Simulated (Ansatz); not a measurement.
## Li2O: pressure series

The reference is Li2O in the anti-fluorite structure (space group Fm-3m, No. 225).

```cif
data_Li8O4
_chemical_formula_sum 'O4 Li8'
_space_group_name_H-M_alt 'Fm-3m'
_space_group_IT_number 225
_space_group_name_Hall '-F 4 2 3'
_cell_length_a 4.62614
_cell_length_b 4.62614
_cell_length_c 4.62614
_cell_angle_alpha 90.000
_cell_angle_beta 90.000
_cell_angle_gamma 90.000
loop_
_atom_site_label
_atom_site_type_symbol
_atom_site_symmetry_multiplicity
_atom_site_Wyckoff_symbol
_atom_site_fract_x
_atom_site_fract_y
_atom_site_fract_z
_atom_site_occupancy
O1 O 4 a 0.00000 0.00000 0.00000 1
Li1 Li 8 c 0.25000 0.25000 0.25000 1
```
(The calculation used a cell of 3 atoms; values per cell refer to that cell.)

Cell and atoms are relaxed at each pressure.

The values are results of PBE, PAW, 420 eV (Ansatz, a program for electronic structure; scalar-relativistic without spin-orbit coupling), not measurements.

```csv
pressure (GPa),volume per atom (Å³/atom)
-2,8.471
-1,8.357
0,8.250
1.8,?
4.2,7.862
9,7.507
18,6.996
30,6.500
60,5.702
```

**Question.** Fit the third-order Birch–Murnaghan form P(V) = (3B₀/2)[(V₀/V)^(7/3) − (V₀/V)^(5/3)]·[1 + (3/4)(B₀′ − 4)((V₀/V)^(2/3) − 1)] (squares taken in P) to the rows shown and predict the withheld row.

**Answer.** Least squares on the printed values gives V₀ = 8.250 Å³/atom, B₀ = 79.2 GPa, B₀′ = 3.9; this predicts 8.072 Å³/atom, and the run gives 8.073 Å³/atom, in agreement.

Measured bulk modulus of Li2O: 89 GPa (0 K or low temperature; as listed in Alok Shukla et al., The Journal of Chemical Physics (1998)); the computed value is 11 % below it.

Load acts through the strain it causes; cell and atoms are relaxed under it. No phonon test of stability was made. No other phases were tried under pressure.
